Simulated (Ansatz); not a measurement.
Ge:

```
Ge
1.0
     4.09041    0.00000    0.00000
    -2.04520    3.54240    0.00000
     0.00000    0.00000    3.32658
Ge
2
Direct
  0.66667 0.33333 0.14086
  0.33333 0.66667 0.85914
```

The cell was built by a generator and needn't be a form met in nature.

- Program: Ansatz 0.2.0
- Task: relaxation of cell and atoms
- Functional: HSEsol
- Potentials or basis: Ansatz PAW
- Cutoff: 420 eV (not typed: the program's choice for these potentials)
- k mesh: 4 × 4 × 4
- Occupations: fermi-dirac, width 0.05 eV
- Spin: no spin polarisation

At the start: volume 24.10 Å³/atom.

Q: How do energy, volume and symmetry change on relaxing?

A: It ends after 8 steps and the volume is 21.86 Å³/atom (-9.3 %); space group P-3m1 (No. 164, to 0.05 Å).

The path:
```tsv
step	energy change (eV)	largest force (eV/Å)	volume (Å³)
1	0.0000	0.4476	48.20
2	-0.0952	0.0660	45.26
3	-0.1031	0.0485	43.84
4	-0.1038	0.0350	43.85
5	-0.1041	0.0119	43.77
6	-0.1041	0.0037	43.73
7	-0.1041	0.0003	43.73
8	-0.1030	0.0003	43.73
```

Final structure:
```
Ge
1.0
     4.01644    0.00000    0.00000
    -2.00822    3.47834    0.00000
     0.00000    0.00000    3.12997
Ge
2
Direct
  0.66667 0.33333 0.13717
  0.33333 0.66667 0.86283
```

Caveat: the k mesh is coarse (spacing up to 0.47 Å⁻¹), so the values aren't converged, least of all with exact exchange; the plane-wave basis is chosen anew once the cell has moved, so the energies of steps on either side of that aren't comparable; the PAW data sets come from PBE, with cores solved anew for the run's functional, which leaves a small shift of forces and pressure.
